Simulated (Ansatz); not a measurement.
SrVO3:

```xyz
5
Lattice="3.8409 0.0000 0.0000 0.0000 3.8409 0.0000 0.0000 0.0000 3.8409" Properties=species:S:1:pos:R:3 pbc="T T T"
Sr    1.9204    1.9204    1.9204
V     0.0000    0.0000    0.0000
O     0.0000    0.0000    1.9204
O     0.0000    1.9204    0.0000
O     1.9204    0.0000    0.0000
```

A run of Ansatz 0.2.0 on this cell left the log below. Logs are shortened: lines on timing, memory, paths and dates and some standing lists are left out, and cuts for length are marked.

```text
Warning: RAYON_NUM_THREADS=2 ignored (pool sized by the plan → 2); use --threads N
Engine: ansatz 0.2.0, x86_64-unknown-linux-gnu
Pseudopotentials: kind: paw
Pseudopotential: Sr, paw, valence charge 10, recommended cutoff 420 eV (normal), Sr.paw.azcp
Pseudopotential: V, paw, valence charge 13, recommended cutoff 420 eV (normal), V.paw.azcp
Pseudopotential: O, paw, valence charge 6, recommended cutoff 420 eV (normal), O.paw.azcp
Functional definition: PBE
  parameter kappa = 0.804
  parameter beta = 0.06672455060314922
  exchange = pbe_x(kappa = kappa, mu = beta*pi^2/3)
  correlation = pbe_c(beta = beta)
Crystal: 5 atoms, lattice volume = 56.663 Å³
Basis set: ecut = 600 eV, 1863 PW (Γ), exchange–correlation on 64×64×64 points (8 copies of the dense FFT grid, shifted against one another)
Bands: 27, of which v1, the nominal top of the filled ones, is band 21 counted from 1 (20 counted from 0)
Symmetry: 48 space group operations
Space group: Pm-3m (ITA 221), of the structure as read, at distance tolerance 3.8e-5 Å
Magnetic group: BNS 221.92 (UNI 1594), of the structure as read, at distance tolerance 3.8e-5 Å
k-points: 20 of 343
Non-local potential: Sr, projectors of the file, l = 0: 3, l = 1: 2, l = 2: 2
Non-local potential: V, projectors of the file, l = 0: 3, l = 1: 2, l = 2: 3, l = 3: 1
[... 29 lines left out ...]
SCF converged after 13 iterations
Magnetization: 0.0000 μB (20.5000 up, 20.5000 down)
Absolute magnetization: 0.0000 μB (∫|ρ↑−ρ↓|, with the PAW one-centre terms)
Spin contamination: 0.0000 ħ² per cell (⟨S²⟩ above its minimum at these occupations)
Per-site moments (μB) at R_I (Å): [(-3.3455035551243053e-9, 1.1203196547920067), (7.929931507597679e-7, 0.792185625), (-7.804471868967695e-9, 0.792185625), (-7.804471730897988e-9, 0.792185625), (-7.804471921026455e-9, 0.792185625)]
Free energy (F): -8165.291592 eV
Harris-Foulkes:  -8165.291592 eV  (|F-HF|=1.55e-11)
Internal energy: -8165.279803 eV  (E = F + TS)
E sigma→0 (E₀):  -8165.285697 eV
Entropy (-TS):   -0.011790 eV (-2.358 meV/atom)
Fermi energy:    12.450559 eV
--- Per-component energies (eV) ---
  E_band       = -220.497728
  E_kinetic    = 1110.644404
  E_local      = -2639.443425  (includes V_loc(G=0)·N_el)
  E_nonlocal   = 295.768248
  E_hartree    = 983.420691
  E_xc         = -528.251028
  E_vxc        = -614.157104  (∫ρ·V_xc dr)
  E_paw        = -4278.363584  (= ΣΔE_a)
  E_vpaw       = -340.153355  (= ΣTr[D̂ρ^β])
  E_aug_tail   = 0.001936  (compensation charges beyond the density's cutoff)
  E_ewald      = -3109.057044
  E_smearing   = -0.011790  (= −TS)
  E_closure    = -0.000000  (closes the sum)
  Σ components = -8165.291592   (vs F -8165.291592, Δ=0.00e0)
--- Forces (eV/Å), atoms counted from 1 ---
  atom   1  Sr     0.00000000    -0.00000000     0.00000000
  atom   2  V     -0.00000000    -0.00000000    -0.00000000
  atom   3  O      0.00000000    -0.00000000    -0.00000000
  atom   4  O      0.00000000    -0.00000000     0.00000000
  atom   5  O      0.00000000    -0.00000000     0.00000000
  max |Σ_I F_I| component: 1.13e-29 eV/Å
--- Stress (GPa, compression-positive) ---
        2.347456       0.000000       0.000000
        0.000000       2.347456       0.000000
        0.000000       0.000000       2.347456
  P = ⅓ Tr σ = 2.3475 GPa (23.475 kbar)
--- Band table (eV; the first three rows and the last of 40) ---
  k-point 0 ↑: bands = ["-53.2918", "-27.1255", "-27.1255", "-27.1255", "-21.9720", "-7.2460", "-6.0672", "-6.0672", "-3.9832", "-3.9832", "-3.9832", "7.3246", "7.3246", "7.3246", "9.2517", "9.2517", "9.2517", "10.1050", "10.1050", "10.1050", "11.5896", "11.5896", "11.5896", "13.8336", "13.8336", "16.1123", "16.1123"]
  k-point 1 ↑: bands = ["-53.2917", "-27.1321", "-27.1252", "-27.1252", "-21.9659", "-7.2504", "-6.0948", "-6.0589", "-3.9715", "-3.9715", "-3.8454", "7.0408", "7.3131", "7.3131", "8.9432", "8.9432", "9.0691", "9.4901", "9.9511", "9.9511", "11.6117", "12.0797", "12.0797", "13.8379", "14.4624", "16.4586", "16.4819"]
  k-point 2 ↑: bands = ["-53.2915", "-27.1469", "-27.1245", "-27.1245", "-21.9521", "-7.3170", "-6.0468", "-6.0400", "-3.9449", "-3.9449", "-3.5794", "6.4001", "7.2951", "7.2951", "8.3830", "8.3830", "8.5515", "8.7034", "9.7740", "9.7740", "11.6623", "12.8907", "12.8907", "13.8448", "15.4512", "17.3112", "17.3368"]
  k-point 19 ↓: bands = ["-53.2904", "-27.1540", "-27.1540", "-27.1540", "-21.8966", "-6.0602", "-5.9097", "-5.9097", "-4.2403", "-4.2403", "-4.1245", "5.4597", "6.0989", "6.0989", "6.5402", "6.6592", "6.6592", "10.3164", "10.3164", "10.4075", "13.9778", "13.9893", "13.9893", "17.7214", "17.7214", "17.9947", "18.1195"]
```

Question: Write the input and the command behind it.

Answer: Single point with PBE, collinear spin, ferromagnetic start. The files as run (others can give the same):

input.yaml
```yaml
crystal:
  lattice:
    - [3.8409, 0.0, 0.0]
    - [0.0, 3.8409, 0.0]
    - [0.0, 0.0, 3.8409]
  atoms:
    - { symbol: Sr, position: [0.5, 0.5, 0.5] }
    - { symbol: V, position: [0.0, 0.0, 0.0], spin: 2.0 }
    - { symbol: O, position: [0.0, 0.0, 0.5] }
    - { symbol: O, position: [0.0, 0.5, 0.0] }
    - { symbol: O, position: [0.5, 0.0, 0.0] }
hamiltonian:
  xc: pbe
  pseudopotentials: { kind: paw }
magnetization:
  spin_polarized: true
kpoints:
  mp_grid: { grid: [7, 7, 7] }
scf:
  occupations: { method: fermi_dirac, width: 0.05 }
basis:
  ecutwfc: "600 eV"
output:
  forces: true
  stress: true
  eigenvalues: true
```

Potentials or basis: Ansatz PAW.
Run with:
```bash
$ ansatz run input.yaml --threads 2 --pin off --max-ram 5120MiB --backend cpu --events-out ev --progress --plain --runs-dir out
```

Caveat: semilocal functionals often make such compounds metallic where correlation or magnetic order opens a gap, which also shifts bond lengths; the starting moments weren't kept.
